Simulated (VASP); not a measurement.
# MnS (Fm-3m) in VASP: notebook

One crystal, MnS, is run at these levels: PBEsol, LDA, PBE; tasks: band structure.

All numbers are computed with VASP 6.6.1; they aren't measurements. Logs are shortened: lines on timing, memory, paths and dates and some standing lists are left out, and cuts for length are marked.

**1. The crystal as given**

The structure is cubic, space group Fm-3m (No. 225). The conventional cell has a = 4.941 Å, b = 4.941 Å, c = 4.941 Å, α = 90.00°, β = 90.00°, γ = 90.00°. Around Mn (site symmetry m-3m) lie 6 S at 2.47 Å. S (site symmetry m-3m) has 6 Mn at 2.47 Å as nearest neighbours.

**2. Band structure, PBEsol, collinear spin, ferromagnetic start**

Contents of INCAR:

```
SYSTEM = MnS
  PREC = Accurate
  ENCUT = 520
  EDIFF = 1E-7
  ISMEAR = 0
  SIGMA = 0.03
  LREAL = .False.
  LASPH = .True.
  NELM = 150
  ALGO = Normal
  ISIF = 2
  LWAVE = .False.
  LCHARG = .False.
  ISPIN = 2
  MAGMOM = 4 0
  LORBIT = 11
  LMAXMIX = 4
  GGA = PS
  NBANDS = 20
  AMIX = 0.2
  BMIX = 1E-4
  AMIX_MAG = 0.8
  BMIX_MAG = 1E-4
  ICORELEVEL = 1
```

Contents of KPOINTS:

```
Automatic mesh
0
Gamma
  10 10 10
  0 0 0
```

Contents of POSCAR:

```
MnS                                     
1.0
    0.0000000000      2.4703211549      2.4703211549
    2.4703211549      0.0000000000      2.4703211549
    2.4703211549      2.4703211549      0.0000000000
  Mn              S             
     1     1
Direct
     0.0000000000000000    0.0000000000000000    0.0000000000000000
     0.5000000000000000    0.5000000000000000    0.5000000000000000
```

Contents of KPOINTS_OPT:

```
explicit points
159
Reciprocal
 0.0000000000  0.0000000000  0.0000000000 1
 0.0357142857  0.0000000000  0.0357142857 1
 0.0714285714  0.0000000000  0.0714285714 1
 0.1071428571  0.0000000000  0.1071428571 1
 0.1428571429  0.0000000000  0.1428571429 1
 0.1785714286  0.0000000000  0.1785714286 1
[... 151 lines left out ...]
 0.4250000000  0.0000000000  0.4250000000 1
 0.4500000000  0.0000000000  0.4500000000 1
```

Potentials or basis: VASP PAW PBE potentials, release 64 (Mn_pv, S).

The run is started by

```sh
> cat potpaw_PBE.64/Mn_pv/POTCAR potpaw_PBE.64/S/POTCAR > POTCAR
> mpirun -np 1 vasp_std > vasp.out
```

OUTCAR:

```text
SYSTEM = MnS
   PREC = Accurate
   ENCUT = 520
   EDIFF = 1E-7
   ISMEAR = 0
   LREAL = .False.
   LASPH = .True.
   NELM = 150
   ISIF = 2
   ISPIN = 2
   LORBIT = 11
   GGA = PS
   AMIX = 0.2
   AMIX_MAG = 0.8

 ion  position               nearest neighbor table
   1  0.000  0.000  0.000-   2 2.47   2 2.47   2 2.47   2 2.47   2 2.47   2 2.47
   2  0.500  0.500  0.500-   1 2.47   1 2.47   1 2.47   1 2.47   1 2.47   1 2.47

  LATTYP: Found a face centered cubic cell.
 ALAT       =     4.9406423098

  Lattice vectors:

 A1 = (   0.0000000000,   2.4703211549,   2.4703211549)
 A2 = (   2.4703211549,   0.0000000000,   2.4703211549)
 A3 = (   2.4703211549,   2.4703211549,   0.0000000000)

Analysis of symmetry for initial positions (statically):
=====================================================================
 Subroutine PRICEL returns:
 Original cell was already a primitive cell.

 Routine SETGRP: Setting up the symmetry group for a
 face centered cubic supercell.

 Subroutine GETGRP returns: Found 48 space group operations
 (whereof 48 operations were pure point group operations)
 out of a pool of 48 trial point group operations.

The static configuration has the point symmetry O_h .

Analysis of symmetry for dynamics (positions and initial velocities):
=====================================================================
 Subroutine PRICEL returns:
 Original cell was already a primitive cell.

 Routine SETGRP: Setting up the symmetry group for a
 face centered cubic supercell.

 Subroutine GETGRP returns: Found 48 space group operations
 (whereof 48 operations were pure point group operations)
 out of a pool of 48 trial point group operations.

The dynamic configuration has the point symmetry O_h .

Analysis of structural, dynamic, and magnetic symmetry:
=====================================================================
 Subroutine PRICEL returns:
 Original cell was already a primitive cell.

 Routine SETGRP: Setting up the symmetry group for a
 face centered cubic supercell.

 Subroutine GETGRP returns: Found 48 space group operations
 (whereof 48 operations were pure point group operations)
 out of a pool of 48 trial point group operations.

The overall configuration has the point symmetry O_h .

 Subroutine INISYM returns: Found 48 space group operations
 (whereof 48 operations are pure point group operations),
 and found     1 'primitive' translations

----------------------------------------------------------------------------------------

                                     Primitive cell

  volume of cell :      30.1502

  direct lattice vectors                    reciprocal lattice vectors
     0.000000000  2.470321155  2.470321155    -0.202402833  0.202402833  0.202402833
     2.470321155  0.000000000  2.470321155     0.202402833 -0.202402833  0.202402833
     2.470321155  2.470321155  0.000000000     0.202402833  0.202402833 -0.202402833

  length of vectors
     3.493561681  3.493561681  3.493561681     0.350571990  0.350571990  0.350571990

  position of ions in fractional coordinates (direct lattice)
     0.000000000  0.000000000  0.000000000
     0.500000000  0.500000000  0.500000000

  ion indices of the primitive-cell ions
   primitive index   ion index
                 1           1
                 2           2

----------------------------------------------------------------------------------------

 KPOINTS: Automatic mesh

Automatic generation of k-mesh.
 Grid dimensions read from file:
 generate k-points for:   10   10   10

 Generating k-lattice:

  Cartesian coordinates                     Fractional coordinates (reciprocal lattice)
    -0.020240283  0.020240283  0.020240283     0.100000000  0.000000000  0.000000000
     0.020240283 -0.020240283  0.020240283     0.000000000  0.100000000  0.000000000
     0.020240283  0.020240283 -0.020240283     0.000000000  0.000000000  0.100000000

  Length of vectors
     0.035057199  0.035057199  0.035057199

  Shift w.r.t. Gamma in fractional coordinates (k-lattice)
     0.000000000  0.000000000  0.000000000

 Subroutine IBZKPT returns following result:
 ===========================================

 Found     47 irreducible k-points:

 Following reciprocal coordinates:
            Coordinates               Weight
  0.000000  0.000000  0.000000      1.000000
  0.100000  0.000000  0.000000      8.000000
  0.200000  0.000000  0.000000      8.000000
  0.300000  0.000000  0.000000      8.000000
  0.400000  0.000000  0.000000      8.000000
  0.500000  0.000000  0.000000      4.000000
[... 16 lines left out ...]
  0.300000  0.300000  0.000000      6.000000
  0.400000  0.300000  0.000000     24.000000
 [... further k-points ...]
   k-points           NKPTS =     47   k-points in BZ     NKDIM =     47   number of bands    NBANDS=     20
   number of dos      NEDOS =    301   number of ions     NIONS =      2
   total plane-waves  NPLWV =  21952
   dimension x,y,z NGX =    28 NGY =   28 NGZ =   28
   dimension x,y,z NGXF=    56 NGYF=   56 NGZF=   56
   ions per type =               1   1
   NGX,Y,Z   is equivalent  to a cutoff of  13.32, 13.32, 13.32 a.u.
   NGXF,Y,Z  is equivalent  to a cutoff of  26.65, 26.65, 26.65 a.u.
 SYSTEM =  MnS
   PREC   = accura    normal or accurate (medium, high low for compatibility)
   ISTART =      0    job   : 0-new  1-cont  2-samecut
   ICHARG =      2    charge: 1-file 2-atom 10-const
   ISPIN  =      2    spin polarized calculation?
   LNONCOLLINEAR =      F non collinear calculations
   LSORBIT =      F    spin-orbit coupling
   LASPH  =      T    aspherical Exc in radial PAW
   ENCUT  =  520.0 eV  38.22 Ry    6.18 a.u.   6.50  6.50  6.50*2*pi/ulx,y,z
   NELM   =    150;   NELMIN=  2; NELMDL= -5     # of ELM steps
   EDIFF  = 0.1E-06   stopping-criterion for ELM
   LREAL  =      F    real-space projection
[... 7 lines left out ...]
   TEBEG  =    0.0;   TEEND  =   0.0 temperature during run
   PSTRESS=    0.0 pullay stress
   NELECT =      19.0000    total number of electrons
   NUPDOWN=      -1.0000    fix difference up-down
   EMIN   =  10.00;   EMAX   =-10.00  energy-range for DOS
   EFERMI =   0.00;   METHOD = LEGACY
   ISMEAR =     0;   SIGMA  =   0.03  broadening in eV -4-tet -1-fermi 0-gaus
   EFERMI_NEDOS =   21; number of points for ismear=-14 and -15
   IALGO  =     38    algorithm
   IMIX   =      4    mixing-type and parameters
     AMIX     =   0.20;   BMIX     =  0.00
     AMIX_MAG =   0.80;   BMIX_MAG =  0.00
  volume/ion in A,a.u.               =      15.08       101.73
  Fermi-wavevector in a.u.,A,eV,Ry     =   1.403555  2.652333 26.803004  1.969965
  Thomas-Fermi vector in A             =   2.526205
   LORBIT       =     11    0 simple, 1 ext, 2 COOP (PROOUT), +10 PAW based schemes
   GGA     = PS    functional components
   LHFCALC =     F    Hartree Fock is set to
   AEXX    =    0.0000 exact exchange contribution
   IVDW    =     0    specifies the selected vdW correction
   LEPSILON=     F    determine dielectric tensor
   LRPA    =     F    only Hartree local field effects (RPA)
 spin polarized calculation
 Gauss-broadening in eV      SIGMA  =   0.03
  energy-cutoff  :      520.00
  volume of cell :       30.15
 maximum number of plane-waves:       869
 NGX is ok and might be reduce to    28
   NGX = 13   NGY = 13   NGZ = 13

 number of electron      18.9999986 magnetization       4.1087804

 Free energy of the ion-electron system (eV)
  ---------------------------------------------------
  ext. energy  EPLUGINS =         0.00000000
  ---------------------------------------------------
  free energy    TOTEN  =       -14.98659172 eV

  energy without entropy =      -14.98610998  energy(sigma->0) =      -14.98635085

 the core state eigenenergies are
   1-  1s  -6414.7313  2s   -729.3573  2p   -615.6105  3s    -71.2364
   2-  1s  -2392.1541  2s   -198.2276  2p   -142.9996

 E-fermi :   8.4141     XC(G=0): -11.6284

 val. band max:        8.3928605226   @ k =   0.1000   0.0000   0.0000
 cond. band min:       8.4277612183   @ k =   0.4000   0.2000   0.1000
 fundamental gap:      0.0349006957
 Fermi energy:         8.4141274091

 spin component 1

 k-point     1 :       0.0000    0.0000    0.0000
  band No.  band energies     occupation
      1     -41.8436      1.00000
      2     -41.8436      1.00000
      3     -41.8436      1.00000
      4      -7.3533      1.00000
      5       5.0130      1.00000
      6       5.0130      1.00000
[... 12 lines left out ...]
     19      21.0084      0.00000
     20      22.1357      0.00000
[... 254 lines left out ...]
 k-point    13 :      -0.3000    0.1000    0.0000
  band No.  band energies     occupation
      1     -41.8574      1.00000
      2     -41.8472      1.00000
      3     -41.8454      1.00000
      4      -6.0598      1.00000
      5       1.4505      1.00000
      6       3.2055      1.00000
      7       3.2872      1.00000
      8       5.5168      1.00000
      9       5.6589      1.00000

 Fermi energy:         8.4141274091

 spin component 2

 k-point     1 :       0.0000    0.0000    0.0000
  band No.  band energies     occupation
      1     -37.8729      1.00000
      2     -37.8729      1.00000
      3     -37.8729      1.00000
      4      -7.0674      1.00000
      5       6.5493      1.00000
      6       6.5493      1.00000
[... 12 lines left out ...]
     19      22.0882      0.00000
     20      23.5817      0.00000
[... 507 lines left out ...]
 k-point    24 :       0.4000    0.3000    0.0000
  band No.  band energies     occupation
      1     -37.8907      1.00000
      2     -37.8805      1.00000
      3     -37.8799      1.00000
      4      -5.5369      1.00000
      5       2.1817      1.00000
      6       4.4275      1.00000
[... 12 lines left out ...]
     19      26.3100      0.00000
     20      26.7667      0.00000

 [... further k-points ...]

------------------------ aborting loop because EDIFF is reached ----------------------------------------

  FORCE on cell =-STRESS in cart. coord.  units (eV):
  Direction    XX          YY          ZZ          XY          YZ          ZX
  --------------------------------------------------------------------------------------
  -------------------------------------------------------------------------------------
  Total        0.0092309      0.0092309      0.0092309      0.0000000      0.0000000      0.0000000
  in kB        0.4905273      0.4905273      0.4905273      0.0000000      0.0000000      0.0000000
  external PRESSURE =       0.4905273 kB  Pullay stress =       0.0000000 kB

 VOLUME and BASIS-vectors are now :
 -----------------------------------------------------------------------------
  energy-cutoff  :      520.00
  volume of cell :       30.15
      direct lattice vectors                 reciprocal lattice vectors
     0.000000000  2.470321155  2.470321155    -0.202402833  0.202402833  0.202402833
     2.470321155  0.000000000  2.470321155     0.202402833 -0.202402833  0.202402833
     2.470321155  2.470321155  0.000000000     0.202402833  0.202402833 -0.202402833

 POSITION                                       TOTAL-FORCE (eV/Angst)
 -----------------------------------------------------------------------------------
      0.00000      0.00000      0.00000         0.000000      0.000000      0.000000
      2.47032      2.47032      2.47032         0.000000      0.000000     -0.000000
 -----------------------------------------------------------------------------------
    total drift:                               -0.000000      0.000000      0.000000

  FREE ENERGIE OF THE ION-ELECTRON SYSTEM (eV)
  ---------------------------------------------------
  free  energy   TOTEN  =       -14.9865917242 eV

  energy  without entropy=      -14.9861099838  energy(sigma->0) =      -14.98635085

 total charge

# of ion       s       p       d       tot
------------------------------------------
    1        0.250   6.218   5.031  11.498
    2        1.323   2.395   0.000   3.718
--------------------------------------------------
tot          1.572   8.612   5.031  15.215

 magnetization (x)

# of ion       s       p       d       tot
------------------------------------------
    1        0.053   0.043   3.699   3.795
    2        0.026   0.031   0.000   0.057
--------------------------------------------------
tot          0.079   0.075   3.699   3.852
```

Wall time 79 s (1 thread of Intel Xeon Platinum 8559C (Emerald Rapids), shared host); peak memory 0.23 GiB.

Results:

```yaml
Free_energy: -14.9866 eV
Pressure: 0.0 GPa
Band_gap_along_the_path: none (metal or under the smearing width)
Net_moment: 4.11 μB per cell
Site_moments: Mn +3.79; S +0.06 μB
Valence_electrons_inside_the_program's_atomic_spheres: Mn 11.50; S 3.72
```

Core levels (eV, on the scale of the bands):
```tsv
atom	levels
1 Mn	1s -6414.7, 2s -729.4, 2p -615.6, 3s -71.2
2 S	1s -2392.2, 2s -198.2, 2p -143.0
```

Caveat: the PAW data sets were made with another functional, which shifts forces and pressure a little; a cell with one magnetic atom can't hold antiferromagnetic order, which such compounds often take; semilocal functionals often make such compounds metallic where correlation or magnetic order opens a gap, which also shifts bond lengths.

[end of part 1 of 3]
